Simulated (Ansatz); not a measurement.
# Si2Ni (Fm-3m) in Ansatz: settings compared, part 2 of 2

Ansatz 0.2.0. Earlier steps stand in the parts before.

### 4 Relaxation of cell and atoms, BLYP+D3(BJ), collinear spin, ferromagnetic start

Contents of input.yaml:

```yaml
crystal:
  lattice:
    - [0.0, 2.703, 2.703]
    - [2.703, 0.0, 2.703]
    - [2.703, 2.703, 0.0]
  atoms:
    - { symbol: Ni, position: [0.0, 0.0, 0.0], spin: 1.0 }
    - { symbol: Si, position: [0.75, 0.75, 0.75] }
    - { symbol: Si, position: [0.25, 0.25, 0.25] }
hamiltonian:
  xc: blyp
  pseudopotentials: { kind: paw }
  dispersion: d3bj
magnetization:
  spin_polarized: true
kpoints:
  mp_grid: { grid: [9, 9, 9] }
scf:
  occupations: { method: fermi_dirac, width: 0.05 }
output:
  forces: true
  stress: true
relax:
  f_tol: 0.01
  max_steps: 40
  cell: { stress_tol: 0.05 }
```

Potentials or basis: Ansatz PAW.

The run is started by

```
$ ansatz run input.yaml --threads 2 --pin off --max-ram 5632MiB --backend cpu --events-out ev --progress --plain --runs-dir out
```

Log:

```text
Warning: RAYON_NUM_THREADS=2 ignored (pool sized by the plan → 2); use --threads N
Engine: ansatz 0.2.0, x86_64-unknown-linux-gnu
Pseudopotentials: kind: paw
Pseudopotential: Ni, paw, valence charge 18, recommended cutoff 420 eV (normal), Ni.paw.azcp
Pseudopotential: Si, paw, valence charge 4, recommended cutoff 420 eV (normal), Si.paw.azcp
Functional definition: BLYP
  parameter beta = 0.0042
  parameter a = 0.04918
  parameter b = 0.132
  parameter c = 0.2533
  parameter d = 0.349
  exchange = b88_x(beta = beta)
  correlation = lyp_c(a = a, b = b, c = c, d = d)
Crystal: 3 atoms, lattice volume = 39.497 Å³
Basis set: ecut = 420 eV, 749 PW (Γ), exchange–correlation on 54×54×54 points (8 copies of the dense FFT grid, shifted against one another)
Bands: 18, of which v1, the nominal top of the filled ones, is band 13 counted from 1 (12 counted from 0)
Symmetry: 48 space group operations
Space group: Fm-3m (ITA 225), of the structure as read, at distance tolerance 3.4e-5 Å
Magnetic group: BNS 225.116 (UNI 1618), of the structure as read, at distance tolerance 3.4e-5 Å
k-points: 35 of 729
Non-local potential: Ni, projectors of the file, l = 0: 3, l = 1: 2, l = 2: 3, l = 3: 1
Non-local potential: Si, projectors of the file, l = 0: 2, l = 1: 2, l = 2: 2
PAW form: soft (Blöchl's): semilocal exchange-correlation on the pseudo side does not see the compensation charge
PAW frozen core: Ni, regenerated for the run's functional, and the local potential with it (the file was generated under x = pbe(κ = 0.804, μ = 0.2195149727645171), c = pbe(β = 0.06672455060314922))
PAW frozen core: Si, regenerated for the run's functional, and the local potential with it (the file was generated under x = pbe(κ = 0.804, μ = 0.2195149727645171), c = pbe(β = 0.06672455060314922))
PAW one-centre angular grid: Ni, 590 points (default); XC on 64 Gauss nodes
PAW one-centre angular grid: Si, 110 points (default); XC on 64 Gauss nodes
Initial density: superposition of atomic densities (chi_scale 0.1, normalization cell)
Starting moments: Σ|m| = 1 μB on 1 of 3 sites
Initial wavefunctions: pseudopotential atomic-orbital guess
Functional: x = b88, c = lyp
SCF iter   1: F=—  HF=-7128.641859 eV  |F-HF|=—  |Δ(HF+E_count)|=         —  Δρ=6.22e-2 (↑6.22e-2 ↓3.15e-2)  dr2=1.16e0  dr2_m=4.91e-1  M=0.233 μB ∫|m|=0.623 μB  β_m=0.30  ethr=3.10e-3  ⟨swp⟩=5.9  Hψ=6247  notcnv=0
Mixer restart at iter 1: flushing history
[... 62 lines left out ...]
SCF iter   8: F=-7130.493324 eV  HF=-7130.493324 eV  |F-HF|=1.00e-11  |Δ(HF+E_count)|=  3.46e-11  Δρ=6.75e-8 (↑6.75e-8 ↓6.74e-8)  dr2=5.45e-12  dr2_m=2.90e-19  M=0.000 μB ∫|m|=0.000 μB  ethr=1.00e-12  ⟨swp⟩=4.7  Hψ=5690  notcnv=0
the starting moments were not kept: the SCF closed with an absolute magnetisation of 4.1e-10 μB, where they sum to 1 μB in size (1 site). That is at most 0.1 of that sum. Measured as dr2_m measures the in/out step, that magnetisation stands 1.6e-19 eV from none, at or under the dr2_threshold of 3.0e-11 eV: it is no larger than a step whose dr2_m would equal this threshold.
SCF 4 converged in 8 iterations: F = -7130.493324 eV  dr2 = 5.45e-12
relax step   4: F+E_penalty+E_count = -7130.49332360 eV  Δ(F+E_penalty+E_count) = +1.267e-4 eV  max|allowed force component| = 1.195e-16 eV/Å  Δτ_max = 0.0000 Å  P = +0.006 GPa  Ω = 39.102 Å³  stress off target by 5.55e-3 GPa  SCF on the basis re-selected at this cell (its energy is not comparable with the rows above)  (8 SCF iters)
basis re-selected at this cell: Δ(F+E_penalty+E_count) = +1.267e-4 eV, ΔP = -0.004 GPa vs the last step (what re-selecting the basis moved, of the pressure what is left beyond the Pulay correction that the steps carried, after the strain that the cell walked since its last selection, with what the two solves' SCF thresholds leave and, on support functions, any second-order correction that the steps lacked; it is no measure of the basis error at this ecutwfc). This SCF's stress stands 5.55e-3 GPa from its target on what of the cell is left free (relax.cell.stress_tol is 5.00e-2 GPa) and its largest allowed force component is 1.20e-16 eV/Å (relax.f_tol is 1.00e-2 eV/Å): within both
SCF converged after 8 iterations
Magnetization: 0.0000 μB (13.0000 up, 13.0000 down)
Absolute magnetization: 0.0000 μB (∫|ρ↑−ρ↓|, with the PAW one-centre terms)
Spin contamination: 0.0000 ħ² per cell (⟨S²⟩ above its minimum at these occupations)
Per-site moments (μB) at R_I (Å): [(1.8285123071218691e-10, 0.9623770421352273), (9.891929431066227e-12, 0.9623770421352273), (9.891924777493852e-12, 0.9623770421352278)]
Free energy (F): -7130.493324 eV
Harris-Foulkes:  -7130.493324 eV  (|F-HF|=1.00e-11)
Internal energy: -7130.486950 eV  (E = F + TS)
E sigma→0 (E₀):  -7130.490137 eV
Entropy (-TS):   -0.006374 eV (-2.125 meV/atom)
Fermi energy:    13.955975 eV
--- Per-component energies (eV) ---
  E_band       = -327.269488
  E_kinetic    = 373.031201
  E_local      = -4897.174623  (includes V_loc(G=0)·N_el)
  E_nonlocal   = 678.170638
  E_hartree    = 2122.782608
  E_xc         = -195.602805
  E_vxc        = -203.348686  (∫ρ·V_xc dr)
  E_paw        = -2672.369610  (= ΣΔE_a)
  E_vpaw       = -523.513858  (= ΣTr[D̂ρ^β])
  E_aug_tail   = 0.000409  (compensation charges beyond the density's cutoff)
  E_ewald      = -2536.334207
  E_disp       = -3.023294  (pairwise vdW)
  E_core_change = 0.032733  (= ΣΔE_core)
  E_smearing   = -0.006374  (= −TS)
  E_closure    = 0.000000  (closes the sum)
  Σ components = -7130.493324   (vs F -7130.493324, Δ=0.00e0)
--- Forces (eV/Å), atoms counted from 1 ---
  atom   1  Ni     0.00000000    -0.00000000    -0.00000000
  atom   2  Si     0.00000000    -0.00000000    -0.00000000
  atom   3  Si    -0.00000000     0.00000000     0.00000000
  max |Σ_I F_I| component: 1.02e-16 eV/Å
--- Stress (GPa, compression-positive) ---
        0.005546      -0.000000       0.000000
        0.000000       0.005546      -0.000000
        0.000000      -0.000000       0.005546
  P = ⅓ Tr σ = 0.0055 GPa (0.055 kbar)
--- Relaxed structure (3 steps of the walk, 3 accepted, 1 SCFs on fresh bases) ---
  F+E_penalty+E_count = -7130.49332360 eV   max|allowed force component| = 1.195e-16 eV/Å   (the final SCF, on the basis selected at the relaxed cell)
  cell:  # Å, volume = 39.1023 Å³
    - [2.7387624676813793e-34, 2.693957063460313, 2.693957063460313]
    - [2.693957063460313, -7.993364876604958e-34, 2.693957063460313]
    - [2.693957063460313, 2.693957063460313, -1.3152429059911741e-33]
  atoms:
    - { symbol: Ni, position: [-1.4415378492182934e-34, 6.193148603155681e-35, 9.244691621923908e-35] }
    - { symbol: Si, position: [0.7500000000000001, 0.7500000000000001, 0.7500000000000001] }
    - { symbol: Si, position: [0.25, 0.25, 0.25] }
```

Wall time 9 s (2 threads of Intel Xeon Platinum 8175M at 2.50GHz (Skylake/Cascade Lake), shared host); peak memory 0.43 GiB.

Results:

```yaml
Free_energy: -7130.4933 eV
Relaxed_volume: 13.03 Å³/atom
Relaxed_cell: a = 3.810 Å, b = 3.810 Å, c = 3.810 Å, α = 60.00°, β = 60.00°, γ = 60.00°
Space_group_after_relaxing_to_0.05_Å: Fm-3m (No. 225)
Energy_gained_by_relaxing: 0.6 meV/atom
Ionic_steps: 4
Pressure_after_relaxing: 0.0 GPa
Net_moment: 0.00 μB per cell
Absolute_moment: 0.00 μB per cell
```

Step by step:
```
step  energy change (eV)  largest force (eV/Å)  volume (Å³)
   1              0.0000                0.0000        39.50
   2             -0.0014                0.0000        39.30
   3             -0.0019                0.0000        39.10
   4             -0.0018                0.0000        39.10
```

Final structure:
```
CELL_PARAMETERS angstrom
0.00000 2.69396 2.69396
2.69396 0.00000 2.69396
2.69396 2.69396 0.00000
ATOMIC_POSITIONS crystal
Ni 0.00000 0.00000 0.00000
Si 0.75000 0.75000 0.75000
Si 0.25000 0.25000 0.25000
```

Caveat: the plane-wave basis is chosen anew once the cell has moved, so the energies of steps on either side of that aren't comparable; the PAW data sets come from PBE, with cores solved anew for the run's functional, which leaves a small shift of forces and pressure; the starting moments weren't kept.

### 5 The runs side by side

| level | pressure (GPa) | moment (μB) | relaxed volume (Å³/atom) |
| --- | --- | --- | --- |
| revPBE+D3(BJ) | 0.0 | 0.00 | 12.72 |
| revPBE+D4 | 0.0 | 0.00 | 12.81 |
| BLYP+D3(BJ) | 0.0 | 0.00 | 13.03 |

Alike in all rows: task relaxation of cell and atoms; potentials or basis Ansatz PAW; spin collinear, ferromagnetic start; cell relaxed; k mesh 9 × 9 × 9; cutoff (eV) 420; smearing fermi-dirac 0.05 eV.

Caveats: the plane-wave basis is chosen anew once the cell has moved, so the energies of steps on either side of that aren't comparable; the PAW data sets come from PBE, with cores solved anew for the run's functional, which leaves a small shift of forces and pressure; the starting moments weren't kept; pairwise dispersion overbinds metals, which lowers pressure and volume (some runs).

Absolute energies hang on the potentials; compare differences alone.
